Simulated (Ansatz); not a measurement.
P in Ansatz: the effect of functional

P, a slab with vacuum:

```xyz
4
Lattice="3.2617 0.0000 0.0000 0.0000 34.6231 0.0000 0.0000 0.0000 4.6010" Properties=species:S:1:pos:R:3 pbc="T T T"
P     1.6308   33.5934    4.1770
P     1.6308    1.0296    0.4240
P     0.0000    1.0296    1.8765
P     0.0000   33.5934    2.7245
```

The cell isn't the ideal one: volume scaled by 0.98.

Alike in all runs:

```yaml
Program: Ansatz 0.2.0
Task: single point
Potentials_or_basis: Ansatz PAW
k_mesh: 8 × 1 × 6
Occupations: fermi-dirac, width 0.05 eV
Spin: no spin polarisation
```

```tsv
functional	cutoff	gap on the mesh (eV)	largest force (eV/Å)
LDA	420 eV (not typed: the program's choice for these potentials)	0.83	0.30
PBEsol	420 eV (not typed: the program's choice for these potentials)	?	?
r2SCAN	500 eV (not typed: the program's choice for these potentials)	1.09	0.28
```

Problem. What does the run with functional PBEsol give?

Solution. gap on the mesh 0.87 eV; largest force 0.43 eV/Å.

Caveats: the PAW data sets come from PBE, with cores solved anew for the run's functional, which leaves a small shift of forces and pressure.

A k mesh can miss the band edges.
